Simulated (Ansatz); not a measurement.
The system is SnSe.

```
Sn Se
1.0
    11.42000    0.00000    0.00000
     0.00000    4.19000    0.00000
     0.00000    0.00000    4.46000
Sn Se
4 4
Direct
  0.87700 0.75000 0.90900
  0.62300 0.25000 0.40900
  0.37700 0.75000 0.59100
  0.12300 0.25000 0.09100
  0.64300 0.75000 0.98400
  0.85700 0.25000 0.48400
  0.14300 0.75000 0.51600
  0.35700 0.25000 0.01600
```

* Program: Ansatz 0.2.0
* Task: single point
* Functional: PBE
* Potentials or basis: Ansatz PAW
* Cutoff: 420 eV (not typed: the program's choice for these potentials)
* k mesh: 3 × 6 × 6
* Occupations: fermi-dirac, width 0.05 eV
* Spin: no spin polarisation

On this cell: pressure 2.4 GPa; largest force 0.311 eV/Å; band gap on the k mesh 0.54 eV, indirect (least direct gap 0.71 eV).

The same run follows on a disturbed copy (atoms moved at random, drawn with an rms of 0.05 Å):

```
Sn Se
1.0
    11.42000    0.00000    0.00000
     0.00000    4.19000    0.00000
     0.00000    0.00000    4.46000
Sn Se
4 4
Direct
  0.87532 0.75014 0.90992
  0.62557 0.24558 0.41107
  0.37286 0.74919 0.59463
  0.12656 0.26253 0.08547
  0.64479 0.76315 0.98880
  0.85588 0.25954 0.48444
  0.14295 0.75453 0.50909
  0.36049 0.23136 0.01167
```

Q: What does the disturbed cell give?

A: The energy moves by +10.1 meV/atom; pressure 3.1 GPa; largest force 0.685 eV/Å; band gap on the k mesh 0.60 eV, indirect (least direct gap 0.74 eV).

Forces in eV/Å, atoms in the order of the input:
```
Sn   0.503  0.063 -0.006
Sn  -0.584  0.136  0.059
Sn   0.650 -0.156 -0.150
Sn  -0.362 -0.067 -0.025
Se  -0.427 -0.168 -0.070
Se   0.521 -0.045  0.034
Se  -0.466 -0.031  0.031
Se   0.165  0.268  0.128
```

Stress tensor (GPa, compression positive):
```
5.36 0.13 0.01
0.13 2.08 0.60
0.01 0.60 1.95
```

Caveats: odd divisions of the mesh miss points on the zone boundary, where band edges often lie, so the gap on the mesh can be too wide; spin-orbit coupling is left out, which moves the levels of the heavy elements.

A k mesh can miss the band edges.
